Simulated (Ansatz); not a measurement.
# FeNi (Tetrataenite) (P4/mmm) in Ansatz: a run that goes wrong, beside a sound one

A flawed run on FeNi (Tetrataenite) and a sound one for comparison.

All numbers are computed with Ansatz 0.2.0; they aren't measurements. Logs are shortened: lines on timing, memory, paths and dates and some standing lists are left out, and cuts for length are marked.

**1. The structure**

The structure is tetragonal, space group P4/mmm (No. 123). The conventional cell has a = 2.533 Å, b = 2.533 Å, c = 3.582 Å, α = 90.00°, β = 90.00°, γ = 90.00°. Ni (site symmetry 4/mmm) is surrounded by 8 Fe at 2.53 Å and 4 Ni at 2.53 Å. Around Fe (site symmetry 4/mmm) lie 8 Ni at 2.53 Å and 4 Fe at 2.53 Å.

**2. A run with an altered input**

File input.yaml:

```yaml
crystal:
  lattice:
    - [2.533, 0.0, 0.0]
    - [0.0, 2.533, 0.0]
    - [0.0, 0.0, 3.582]
  atoms:
    - { symbol: Ni, position: [0.5, 0.5, 0.5] }
    - { symbol: Fe, position: [0.0, 0.0, 0.0] }
hamiltonian:
  xc: pbesol
  pseudopotentials: { kind: paw }
kpoints:
  mp_grid: { grid: [10, 10, 8] }
scf:
  occupations: { method: gaussian, width: 5.0 }
  max_iter: 100
output:
  forces: true
  stress: true
  eigenvalues: true
```

Potentials or basis: Ansatz PAW.

Launch:

```sh
$ ansatz run input.yaml --threads 2 --pin off --max-ram 5632MiB --backend cpu --events-out ev --progress --plain --runs-dir out
```

Standard output:

```text
Warning: RAYON_NUM_THREADS=2 ignored (pool sized by the plan → 2); use --threads N
band count auto-derived: 31 (N_el = 34.0; filled up to band 17; 21 by the electrons, moments and atoms)
[... 69 lines left out ...]
  k-point 2: bands = ["-86.2583", "-68.2823", "-46.7757", "-46.7219", "-46.7219", "-34.5116", "-34.3866", "-34.3866", "9.5742", "13.0014", "13.6784", "15.3922", "15.3922", "15.8470", "16.0359", "16.3630", "17.9515", "18.1924", "18.1924", "18.6840", "30.8858", "33.0823", "33.0823", "36.8350", "39.0206", "40.4880", "40.5202", "40.5202", "41.4160", "48.6482", "49.4285"]
  k-point 104: bands = ["-86.2408", "-68.2325", "-46.8069", "-46.8069", "-46.7583", "-34.5871", "-34.5871", "-34.4678", "13.5033", "14.2528", "14.2528", "14.6715", "15.6472", "15.6472", "15.6682", "16.5969", "18.0560", "19.3954", "25.4361", "25.4361", "25.4608", "25.4608", "27.1133", "27.2838", "28.1384", "29.9708", "46.1691", "46.1691", "46.9414", "46.9414", "48.2472"]
```

Run time: 3.1 s. Hardware: 2 threads of Arm Neoverse V1, shared host; peak memory 0.35 GiB.

Self-consistency was reached. What is wrong with the input: a smearing of electronvolts (scf.occupations = method gaussian, width 5.0). The program ran through all the same, so the numbers look like a result but aren't the crystal's properties.

**3. Single point, PBEsol**

Changes to input.yaml since step 2:

```diff
@@ -14,4 +14,3 @@
 scf:
-  occupations: { method: gaussian, width: 5.0 }
-  max_iter: 100
+  occupations: { method: fermi_dirac, width: 0.05 }
 output:
```

Potentials or basis: Ansatz PAW.

Launch:

```sh
$ ansatz run input.yaml --threads 2 --pin off --max-ram 5632MiB --backend cpu --events-out ev --progress --plain --runs-dir out
```

Run time: 1.7 s. Hardware: 2 threads of Arm Neoverse V1, shared host; peak memory 0.34 GiB.

It converged, with:

```
Free energy            : -10253.2657 eV
Pressure               : -25.9 GPa
Band gap on the k mesh : none (metal or under the smearing width)
```

Stress tensor (GPa, compression positive):
```
-27.39   0.00   0.00
  0.00 -27.39   0.00
  0.00   0.00 -23.04
```

Levels at points of the mesh, in eV from the Fermi level:
```csv
k point,band 14,band 15,band 16,band 17,band 18,band 19,band 20,band 21
"(0.00, 0.00, 0.00)",-1.67,-0.81,-0.54,0.55,0.57,0.57,2.49,9.62
"(0.00, 0.00, -0.50)",-1.31,-1.31,-0.83,-0.70,-0.30,-0.30,0.42,18.59
"(0.00, -0.50, 0.00)",-1.90,-1.44,-1.12,-0.59,-0.02,1.11,2.36,11.58
"(0.00, -0.50, -0.50)",-1.51,-0.26,-0.10,-0.09,0.23,0.50,0.65,6.03
"(-0.50, -0.50, 0.00)",-0.09,0.46,0.46,0.58,1.15,2.50,2.50,9.36
"(-0.50, -0.50, -0.50)",-2.29,-1.16,-0.14,-0.07,1.15,7.93,7.93,7.97
```

Caveat: the run has no spin polarisation, though such a crystal can be magnetic; the PAW data sets come from PBE, with cores solved anew for the run's functional, which leaves a small shift of forces and pressure. Spin polarisation is off, so any magnetic state and its effect on volume and gap are missing.
